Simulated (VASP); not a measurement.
# FePt (Tetraferroplatinum): accuracy against cost in the SCF solver and plane-wave cutoff, part 3 of 3

Aim: find what the SCF solver and plane-wave cutoff change for FePt (Tetraferroplatinum), and what they cost. The atoms are off their equilibrium sites, so that forces can be compared too. The series runs use PBE. The atoms of the start are displaced at random from the sites of a P4/mmm cell.

VASP 6.6.1; PBE, spin-polarised from a ferromagnetic start (one magnetic atom a cell); plane waves and PAW (Fe, Pt).

Still holding for the runs below: The cell holds one magnetic atom, so no antiferromagnetic order fits into it. The k-mesh is coarse for a metal.

So far. Step 11 (Plane-wave cutoff: ENCUT = 160): The series starts at -5.5138 eV an atom and -270.89 GPa, after 16 cycles in 8.6 s. Step 12 (Plane-wave cutoff: ENCUT = 200): Against the run before the energy moves by -1567.66 meV an atom and the pressure by +213.27 GPa, after 15 cycles in 12 s.

## Step 13: Plane-wave cutoff: ENCUT = 240

File INCAR:

```
SYSTEM = FePt
PREC = Accurate
ENCUT = 240
EDIFF = 1E-06
NELM = 100
ISMEAR = -1
SIGMA = 0.05
LREAL = .FALSE.
ALGO = Normal
GGA = PE
NBANDS = 18
ISPIN = 2
MAGMOM = 3 0
LASPH = .TRUE.
LMAXMIX = 4
LORBIT = 11
LWAVE = .FALSE.
LCHARG = .FALSE.
KPAR = 2
ISIF = 2
```

File POSCAR:

```
FePt
1.0
    2.7235000000      0.0000000000      0.0000000000
    0.0000000000      2.7235000000      0.0000000000
    0.0000000000      0.0000000000      3.7200000000
Fe Pt
1 1
Direct
   -0.0034110000     -0.0027260000      0.0021890000
    0.4912170000      0.5190000000      0.5115830000
```

File KPOINTS:

```
Automatic mesh
0
Gamma
7 7 5
0 0 0
```

PAW data sets: Fe and Pt (PBE family, release 64).

Launch:

```bash
> mpirun -np 2 vasp_std
```

Log:

```text
[... set-up lines as in an earlier step ...]
 entering main loop
       N       E                     dE             d eps       ncg     rms          rms(c)
DAV:   1     0.461512078941E+02    0.46151E+02   -0.53349E+03  9660   0.564E+02
DAV:   2    -0.149331684410E+02   -0.61084E+02   -0.54820E+02  9192   0.150E+02
DAV:   3    -0.161771238258E+02   -0.12440E+01   -0.12314E+01 10174   0.246E+01
DAV:   4    -0.161880428401E+02   -0.10919E-01   -0.10917E-01  9672   0.218E+00
[...]
DAV:  13    -0.147226614692E+02   -0.24467E-04   -0.10989E-04  9488   0.993E-02    0.616E-02
DAV:  14    -0.147226520157E+02    0.94535E-05   -0.21432E-05 11718   0.669E-02    0.176E-02
DAV:  15    -0.147226525381E+02   -0.52244E-06   -0.16300E-06  6618   0.134E-02
   1 F= -.14722653E+02 E0= -.14715832E+02  d E =-.136414E-01  mag=     3.2409
```

It took 13 s on 2 MPI ranks of Intel Xeon Platinum 8559C (Emerald Rapids), shared host; peak memory 0.26 GiB.

From OUTCAR (step 13):

```text
  Total       -1.0313021     -1.0406996     -0.7742749     -0.0088046      0.0643759     -0.0161859
  in kB      -59.8823438    -60.4280053    -44.9581091     -0.5112388      3.7379728     -0.9398313
  external PRESSURE =     -55.0894861 kB  Pullay stress =       0.0000000 kB

 POSITION                                       TOTAL-FORCE (eV/Angst)
 -----------------------------------------------------------------------------------
      2.71421      2.71608      0.00814        -0.062090      0.249252      0.305709
      1.33783      1.41350      1.90309         0.062090     -0.249252     -0.305709
 -----------------------------------------------------------------------------------
    total drift:                                0.000790      0.000401      0.000263

  FREE ENERGIE OF THE ION-ELECTRON SYSTEM (eV)
  ---------------------------------------------------
  free  energy   TOTEN  =       -14.7226525381 eV

  energy  without entropy=      -14.7090111169  energy(sigma->0) =      -14.71583183

 magnetization (x)
# of ion       s       p       d       tot
------------------------------------------
    1        0.006  -0.010   2.930   2.926
    2       -0.027  -0.069   0.409   0.313
--------------------------------------------------
tot         -0.021  -0.079   3.338   3.238

[... 1 part as in an earlier step ...]

[... 2 further parts left out ...]
[key lines of the parts left out:]
E-fermi :   8.6715
```

Against the run before the energy moves by -276.51 meV an atom and the pressure by +52.11 GPa, after 15 cycles in 13 s.

## Step 14: Plane-wave cutoff: ENCUT = 270

INCAR, as its differences from that of step 13:

```diff
@@ -2,3 +2,3 @@
 PREC = Accurate
-ENCUT = 240
+ENCUT = 270
 EDIFF = 1E-06
```

POSCAR is that of step 13.

KPOINTS is that of step 13.

Launch:

```bash
> mpirun -np 2 vasp_std
```

Log:

```text
[... set-up lines as in an earlier step ...]
 entering main loop
       N       E                     dE             d eps       ncg     rms          rms(c)
DAV:   1     0.529882218245E+02    0.52988E+02   -0.56997E+03  9728   0.634E+02
DAV:   2    -0.146187750081E+02   -0.67607E+02   -0.60305E+02  9148   0.163E+02
DAV:   3    -0.161668542211E+02   -0.15481E+01   -0.15236E+01 10340   0.288E+01
DAV:   4    -0.161824287837E+02   -0.15575E-01   -0.15570E-01  9808   0.264E+00
[...]
DAV:  13    -0.147799523591E+02   -0.32261E-04   -0.10208E-04  9788   0.964E-02    0.670E-02
DAV:  14    -0.147799405349E+02    0.11824E-04   -0.25099E-05 11460   0.853E-02    0.179E-02
DAV:  15    -0.147799413127E+02   -0.77780E-06   -0.21132E-06  7576   0.155E-02
   1 F= -.14779941E+02 E0= -.14772949E+02  d E =-.139853E-01  mag=     3.2541
```

Run time: 11 s. Hardware: 2 MPI ranks; peak memory 0.27 GiB.

From OUTCAR (step 14):

```text
  Total        0.2717113      0.2609332      0.4588101     -0.0089140      0.0652719     -0.0163871
  in kB       15.7768603     15.1510351     26.6407116     -0.5175895      3.7899972     -0.9515162
  external PRESSURE =      19.1895357 kB  Pullay stress =       0.0000000 kB

 POSITION                                       TOTAL-FORCE (eV/Angst)
 -----------------------------------------------------------------------------------
      2.71421      2.71608      0.00814        -0.063555      0.252345      0.311690
      1.33783      1.41350      1.90309         0.063555     -0.252345     -0.311690
 -----------------------------------------------------------------------------------
    total drift:                               -0.000589     -0.000606      0.000513

  FREE ENERGIE OF THE ION-ELECTRON SYSTEM (eV)
  ---------------------------------------------------
  free  energy   TOTEN  =       -14.7799413127 eV

  energy  without entropy=      -14.7659560149  energy(sigma->0) =      -14.77294866

 magnetization (x)
# of ion       s       p       d       tot
------------------------------------------
    1        0.006  -0.009   2.927   2.924
    2       -0.027  -0.069   0.409   0.314
--------------------------------------------------
tot         -0.021  -0.078   3.336   3.238

[... 1 part as in an earlier step ...]

[... 2 further parts left out ...]
[key lines of the parts left out:]
E-fermi :   8.6925
```

Against the run before the energy moves by -28.56 meV an atom and the pressure by +7.43 GPa, after 15 cycles in 11 s.

## Step 15: Plane-wave cutoff: ENCUT = 310

INCAR, as its differences from that of step 14:

```diff
@@ -2,3 +2,3 @@
 PREC = Accurate
-ENCUT = 270
+ENCUT = 310
 EDIFF = 1E-06
```

POSCAR is that of step 14.

KPOINTS is that of step 14.

Launch:

```bash
> mpirun -np 2 vasp_std
```

Log:

```text
[... set-up lines as in an earlier step ...]
 entering main loop
       N       E                     dE             d eps       ncg     rms          rms(c)
DAV:   1     0.617753102806E+02    0.61775E+02   -0.62038E+03  9624   0.722E+02
DAV:   2    -0.142534552594E+02   -0.76029E+02   -0.67700E+02  9096   0.177E+02
DAV:   3    -0.161593818120E+02   -0.19059E+01   -0.18733E+01 10398   0.336E+01
DAV:   4    -0.161809778283E+02   -0.21596E-01   -0.21587E-01 10032   0.315E+00
[...]
DAV:  13    -0.147846088339E+02   -0.29943E-04   -0.95766E-05 10174   0.968E-02    0.682E-02
DAV:  14    -0.147845964761E+02    0.12358E-04   -0.26214E-05 11846   0.950E-02    0.182E-02
DAV:  15    -0.147845972926E+02   -0.81646E-06   -0.23293E-06  7884   0.165E-02
   1 F= -.14784597E+02 E0= -.14777545E+02  d E =-.141043E-01  mag=     3.2585
```

Elapsed: 13 s, on 2 MPI ranks; peak memory 0.3 GiB; 24 s of CPU time.

From OUTCAR (step 15):

```text
  Total        0.4568435      0.4457744      0.6423626     -0.0088553      0.0652840     -0.0161885
  in kB       26.5265208     25.8837988     37.2986533     -0.5141805      3.7907016     -0.9399797
  external PRESSURE =      29.9029910 kB  Pullay stress =       0.0000000 kB

 POSITION                                       TOTAL-FORCE (eV/Angst)
 -----------------------------------------------------------------------------------
      2.71421      2.71608      0.00814        -0.063844      0.253106      0.312529
      1.33783      1.41350      1.90309         0.063844     -0.253106     -0.312529
 -----------------------------------------------------------------------------------
    total drift:                               -0.000585     -0.000628     -0.000000

  FREE ENERGIE OF THE ION-ELECTRON SYSTEM (eV)
  ---------------------------------------------------
  free  energy   TOTEN  =       -14.7845972926 eV

  energy  without entropy=      -14.7704929602  energy(sigma->0) =      -14.77754513

 magnetization (x)
# of ion       s       p       d       tot
------------------------------------------
    1        0.006  -0.009   2.926   2.923
    2       -0.027  -0.068   0.409   0.314
--------------------------------------------------
tot         -0.021  -0.078   3.335   3.237

[... 1 part as in an earlier step ...]

[... 2 further parts left out ...]
[key lines of the parts left out:]
E-fermi :   8.6971
```

Against the run before the energy moves by -2.30 meV an atom and the pressure by +1.07 GPa, after 15 cycles in 13 s.

## Step 16: Plane-wave cutoff: ENCUT = 350

INCAR, as its differences from that of step 15:

```diff
@@ -2,3 +2,3 @@
 PREC = Accurate
-ENCUT = 310
+ENCUT = 350
 EDIFF = 1E-06
```

POSCAR is that of step 15.

KPOINTS is that of step 15.

Launch:

```bash
> mpirun -np 2 vasp_std
```

Log:

```text
[... set-up lines as in an earlier step ...]
 entering main loop
       N       E                     dE             d eps       ncg     rms          rms(c)
DAV:   1     0.682605316708E+02    0.68261E+02   -0.66952E+03  9584   0.806E+02
DAV:   2    -0.139247401469E+02   -0.82185E+02   -0.72621E+02  9058   0.188E+02
DAV:   3    -0.161555776545E+02   -0.22308E+01   -0.21896E+01 10436   0.377E+01
DAV:   4    -0.161807210298E+02   -0.25143E-01   -0.25129E-01 10094   0.343E+00
[...]
DAV:  13    -0.147761001001E+02   -0.12260E-04   -0.91405E-05  9982   0.958E-02    0.677E-02
DAV:  14    -0.147760873471E+02    0.12753E-04   -0.25454E-05 11856   0.965E-02    0.185E-02
DAV:  15    -0.147760876582E+02   -0.31108E-06   -0.22984E-06  7748   0.175E-02
   1 F= -.14776088E+02 E0= -.14769043E+02  d E =-.140887E-01  mag=     3.2583
```

Run time: 19 s. Hardware: 2 MPI ranks; peak memory 0.31 GiB; 36 s of CPU time.

Parts of OUTCAR (step 16):

```text
  Total        0.4494893      0.4383854      0.6325687     -0.0088041      0.0653349     -0.0162318
  in kB       26.0995025     25.4547587     36.7299734     -0.5112082      3.7936562     -0.9424939
  external PRESSURE =      29.4280782 kB  Pullay stress =       0.0000000 kB

 POSITION                                       TOTAL-FORCE (eV/Angst)
 -----------------------------------------------------------------------------------
      2.71421      2.71608      0.00814        -0.063511      0.254158      0.313324
      1.33783      1.41350      1.90309         0.063511     -0.254158     -0.313324
 -----------------------------------------------------------------------------------
    total drift:                                0.000023     -0.000082     -0.000065

  FREE ENERGIE OF THE ION-ELECTRON SYSTEM (eV)
  ---------------------------------------------------
  free  energy   TOTEN  =       -14.7760876582 eV

  energy  without entropy=      -14.7619989406  energy(sigma->0) =      -14.76904330

 magnetization (x)
# of ion       s       p       d       tot
------------------------------------------
    1        0.006  -0.009   2.925   2.922
    2       -0.027  -0.068   0.409   0.314
--------------------------------------------------
tot         -0.021  -0.077   3.335   3.236

[... 1 part as in an earlier step ...]

[... 2 further parts left out ...]
[key lines of the parts left out:]
E-fermi :   8.6945
```

Against the run before the energy moves by +4.25 meV an atom and the pressure by -0.05 GPa, after 15 cycles in 19 s.

## Step 17: Plane-wave cutoff: ENCUT = 430

INCAR, as its differences from that of step 16:

```diff
@@ -2,3 +2,3 @@
 PREC = Accurate
-ENCUT = 350
+ENCUT = 430
 EDIFF = 1E-06
```

POSCAR is that of step 16.

KPOINTS is that of step 16.

Launch:

```bash
> mpirun -np 2 vasp_std
```

Log:

```text
[... set-up lines as in an earlier step ...]
 entering main loop
       N       E                     dE             d eps       ncg     rms          rms(c)
DAV:   1     0.804907799361E+02    0.80491E+02   -0.76293E+03  9472   0.955E+02
DAV:   2    -0.132586422427E+02   -0.93749E+02   -0.82844E+02  8966   0.209E+02
DAV:   3    -0.161494080803E+02   -0.28908E+01   -0.28274E+01 10394   0.442E+01
DAV:   4    -0.161828049946E+02   -0.33397E-01   -0.33377E-01 10172   0.401E+00
[...]
DAV:  13    -0.147726219973E+02   -0.10959E-04   -0.93992E-05  9982   0.974E-02    0.672E-02
DAV:  14    -0.147726095900E+02    0.12407E-04   -0.24871E-05 12010   0.956E-02    0.187E-02
DAV:  15    -0.147726098739E+02   -0.28391E-06   -0.23739E-06  7748   0.181E-02
   1 F= -.14772610E+02 E0= -.14765591E+02  d E =-.140386E-01  mag=     3.2568
```

Elapsed: 23 s, on 2 MPI ranks; peak memory 0.36 GiB.

Parts of OUTCAR (step 17):

```text
  Total        0.5283963      0.5172426      0.7132330     -0.0088605      0.0653124     -0.0162404
  in kB       30.6812237     30.0335817     41.4137238     -0.5144809      3.7923507     -0.9429948
  external PRESSURE =      34.0428431 kB  Pullay stress =       0.0000000 kB

 POSITION                                       TOTAL-FORCE (eV/Angst)
 -----------------------------------------------------------------------------------
      2.71421      2.71608      0.00814        -0.063696      0.255440      0.314316
      1.33783      1.41350      1.90309         0.063696     -0.255440     -0.314316
 -----------------------------------------------------------------------------------
    total drift:                                0.000248      0.000074     -0.000502

  FREE ENERGIE OF THE ION-ELECTRON SYSTEM (eV)
  ---------------------------------------------------
  free  energy   TOTEN  =       -14.7726098739 eV

  energy  without entropy=      -14.7585712928  energy(sigma->0) =      -14.76559058

[... 2 parts as in an earlier step ...]

[... 2 further parts left out ...]
[key lines of the parts left out:]
E-fermi :   8.6913
```

Against the run before the energy moves by +1.73 meV an atom and the pressure by +0.46 GPa, after 15 cycles in 23 s.

## Step 18: Plane-wave cutoff: ENCUT = 540

INCAR, as its differences from that of step 17:

```diff
@@ -2,3 +2,3 @@
 PREC = Accurate
-ENCUT = 430
+ENCUT = 540
 EDIFF = 1E-06
```

POSCAR is that of step 17.

KPOINTS is that of step 17.

Launch:

```bash
> mpirun -np 2 vasp_std
```

Log:

```text
[... set-up lines as in an earlier step ...]
 entering main loop
       N       E                     dE             d eps       ncg     rms          rms(c)
DAV:   1     0.924124927026E+02    0.92412E+02   -0.87751E+03  9392   0.114E+03
DAV:   2    -0.126419644163E+02   -0.10505E+03   -0.92830E+02  8908   0.231E+02
DAV:   3    -0.161434453321E+02   -0.35015E+01   -0.33974E+01 10276   0.498E+01
DAV:   4    -0.161833374926E+02   -0.39892E-01   -0.39862E-01 10282   0.444E+00
[...]
DAV:  13    -0.147731635127E+02   -0.79059E-05   -0.93155E-05 10060   0.967E-02    0.680E-02
DAV:  14    -0.147731510088E+02    0.12504E-04   -0.25340E-05 11932   0.970E-02    0.187E-02
DAV:  15    -0.147731512033E+02   -0.19444E-06   -0.24979E-06  7856   0.185E-02
   1 F= -.14773151E+02 E0= -.14766133E+02  d E =-.140355E-01  mag=     3.2569
```

Elapsed: 28 s, on 2 MPI ranks; peak memory 0.45 GiB.

From OUTCAR (step 18):

```text
  Total        0.5391881      0.5279758      0.7247326     -0.0088991      0.0654595     -0.0162505
  in kB       31.3078453     30.6568030     42.0814495     -0.5167232      3.8008927     -0.9435847
  external PRESSURE =      34.6820326 kB  Pullay stress =       0.0000000 kB

 POSITION                                       TOTAL-FORCE (eV/Angst)
 -----------------------------------------------------------------------------------
      2.71421      2.71608      0.00814        -0.063981      0.255527      0.314671
      1.33783      1.41350      1.90309         0.063981     -0.255527     -0.314671
 -----------------------------------------------------------------------------------
    total drift:                               -0.000067     -0.000201     -0.000363

  FREE ENERGIE OF THE ION-ELECTRON SYSTEM (eV)
  ---------------------------------------------------
  free  energy   TOTEN  =       -14.7731512033 eV

  energy  without entropy=      -14.7591156950  energy(sigma->0) =      -14.76613345

 magnetization (x)
# of ion       s       p       d       tot
------------------------------------------
    1        0.006  -0.009   2.925   2.922
    2       -0.027  -0.068   0.409   0.313
--------------------------------------------------
tot         -0.021  -0.077   3.334   3.236

[... 1 part as in an earlier step ...]

[... 2 further parts left out ...]
[key lines of the parts left out:]
E-fermi :   8.6911
```

Against the run before the energy moves by -0.27 meV an atom and the pressure by +0.06 GPa, after 15 cycles in 28 s.

## Step 19: The plane-wave cutoff series as a table

This step: convergence of PBE results with the cutoff; plane waves and PAW (VASP 6.6.1).

This step runs nothing: it gathers the runs above.

Differences are taken from the run with ENCUT = 540. Results of the series, by row:

```
    setting     status  energy less the reference (meV/atom)  pressure (GPa)  largest force difference (meV/Å)  moment (μB)  SCF cycles  wall time (s)
ENCUT = 160  converged                                  1869          -270.9                             71.21        3.159          16            8.6
ENCUT = 200  converged                                 301.7          -57.62                             65.12        3.231          15             12
ENCUT = 240  converged                                 25.15          -5.509                             8.962        3.241          15           12.6
ENCUT = 270  converged                                -3.408           1.919                             3.182        3.254          15           11.4
ENCUT = 310  converged                                -5.706            2.99                             2.421        3.258          15           12.8
ENCUT = 350  converged                                -1.455           2.943                             1.369        3.258          15             19
ENCUT = 430  converged                                0.2714           3.404                             0.355        3.257          15             23
ENCUT = 540  converged                                     0           3.468                                 0        3.257          15             28
```

## Step 20: What came out

```json
{
 "fewest SCF cycles": "ALGO = Normal (15)",
 "most SCF cycles among converged runs": "IMIX = 1, AMIX = 0.2 (30)",
 "spread of the pressure over the SCF solver": "0.300 GPa",
 "spread of the energy over the SCF solver": "0.00938 meV/atom",
 "plane-wave cutoff from which the energy stays within 10 meV/atom of the reference": "ENCUT = 270",
 "plane-wave cutoff from which the energy stays within 1 meV/atom of the reference": "ENCUT = 430",
 "plane-wave cutoff from which the pressure stays within 0.2 GPa of the reference": "ENCUT = 430",
 "spread of the pressure over the plane-wave cutoff": "274 GPa",
 "spread of the energy over the plane-wave cutoff": "1875 meV/atom"
}
```

What this shows: All SCF solvers that converged agree within 0.05 meV an atom. No setting beats the 21 s of ALGO = Normal by a fifth or more; the slowest converged run is IMIX = 1, AMIX = 0.2, at 38 s. On a shared host such times are rough. Yet the pressure of IMIX = 1, AMIX = 0.2 is +0.24 GPa off: EDIFF tests the energy, which is second order in the error of the density, while the stress is first order. From ENCUT = 430 on, the energy stays within 1 meV an atom of the reference, at 82 % of its time. The pressure holds within 0.2 GPa from ENCUT = 430 on. These cutoffs are 0.6 to 2 times the default of the data sets, about 270 eV; at the default the run is off by -3.4 meV an atom, -1.55 GPa, 3.2 meV/Å in forces, and at 1.3 times by -1.5 meV an atom, -0.53 GPa, 1.4 meV/Å in forces. Energy differences between like cells converge faster than these totals. Differences are taken from the run with ENCUT = 540, which is itself not the exact limit. The runs at ENCUT = 160; ENCUT = 200; ENCUT = 240 are over 30 meV an atom or 2 GPa off and describe the material poorly.

[Lines on the potential files, build, host, timing and source positions are cut from VASP's logs without a mark.]

[Logs are printed without paths, hosts, clocks, repeated set-up lines and the standing remarks that a program may print on its own settings, such as how far it seeks lower states.]

[Hosts, paths, dates, database ids (printed as entryN), source tags and the programs' standing remarks are cut or masked in the printed files.]

[A measured line is paired with the nearest computed mode of its activity, which favours agreement.]
